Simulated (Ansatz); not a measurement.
The system is Sn.

```xyz
1
Lattice="-2.0292 2.0292 1.6608 2.0292 -2.0292 1.6608 2.0292 2.0292 -1.6608" Properties=species:S:1:pos:R:3 pbc="T T T"
Sn    0.0000    0.0000    0.0000
```

This isn't the form of Sn at room conditions, which is tetragonal (white tin).

```yaml
Program: Ansatz 0.2.0
Task: relaxation of cell and atoms
Functional: PBE
Potentials_or_basis: Ansatz PAW
Cutoff: "420 eV (not typed: the program's choice for these potentials)"
k_mesh: 10 × 10 × 10
Occupations: fermi-dirac, width 0.05 eV
Spin: no spin polarisation
```

At the start: volume 27.35 Å³/atom.

Where does the relaxation end?

It ends after 4 steps and the volume is 27.81 Å³/atom (+1.7 %); space group I4/mmm (No. 139, to 0.05 Å).

Step by step:
```csv
step,energy change (eV),largest force (eV/Å),volume (Å³)
1,0.0000,0.0000,27.35
2,-0.0019,0.0000,27.87
3,-0.0020,0.0000,27.81
4,-0.0021,0.0000,27.81
```

Final structure:
```cif
data_structure
_symmetry_space_group_name_H-M 'P 1'
_symmetry_Int_Tables_number 1
_cell_length_a 3.3306
_cell_length_b 3.3306
_cell_length_c 3.3306
_cell_angle_alpha 104.808
_cell_angle_beta 104.808
_cell_angle_gamma 119.265
_cell_volume 27.81
loop_
_atom_site_label
_atom_site_type_symbol
_atom_site_fract_x
_atom_site_fract_y
_atom_site_fract_z
_atom_site_occupancy
Sn1 Sn 0.00000 0.00000 0.00000 1
```

Caveat: the plane-wave basis is chosen anew once the cell has moved, so the energies of steps on either side of that aren't comparable.
